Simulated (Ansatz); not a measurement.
The system is HfO2.

```
CELL_PARAMETERS angstrom
5.21946 0.00000 0.00000
0.00000 5.00476 0.00000
0.00000 0.00000 5.03269
ATOMIC_POSITIONS crystal
Hf 0.96699 0.73252 0.74144
Hf 0.53301 0.73252 0.24144
Hf 0.46699 0.26748 0.74144
Hf 0.03301 0.26748 0.24144
O 0.63213 0.92865 0.87927
O 0.86787 0.92865 0.37927
O 0.23395 0.53988 0.49229
O 0.26605 0.53988 0.99229
O 0.76605 0.46012 0.99229
O 0.73395 0.46012 0.49229
O 0.13213 0.07135 0.87927
O 0.36787 0.07135 0.37927
```

Measurements of this composition are mostly on another form, of space group No. 14.

Base run:

- Program: Ansatz 0.2.0
- Functional: PBEsol
- Potentials or basis: Ansatz PAW
- Cutoff: 420 eV
- Density cutoff: 1680 eV
- k mesh: 5 × 6 × 5
- Occupations: fermi-dirac, width 0.05 eV
- Spin: no spin polarisation

Its results: band gap on the k mesh 4.38 eV, indirect (least direct gap 4.59 eV); pressure 1.7 GPa; largest force 0.096 eV/Å.

Problem. The run is repeated on the same cell with these changes: functional from PBEsol to r2SCAN; cutoff from 420 eV to 500 eV; density cutoff from 1680 eV to 2000 eV. What comes out?

Solution. Band gap on the k mesh 5.00 eV, indirect (least direct gap 5.21 eV); pressure 4.0 GPa; largest force 0.066 eV/Å.

r2SCAN gives the wider gap, since meta-GGAs in the generalised Kohn-Sham scheme recover part of the derivative discontinuity.

Caveats: spin-orbit coupling is left out, which moves the levels of the heavy elements; the PAW data sets come from PBE, with cores solved anew for the run's functional, which leaves a small shift of forces and pressure.

A k mesh can miss the band edges.

Not every run made on this cell is shown here.
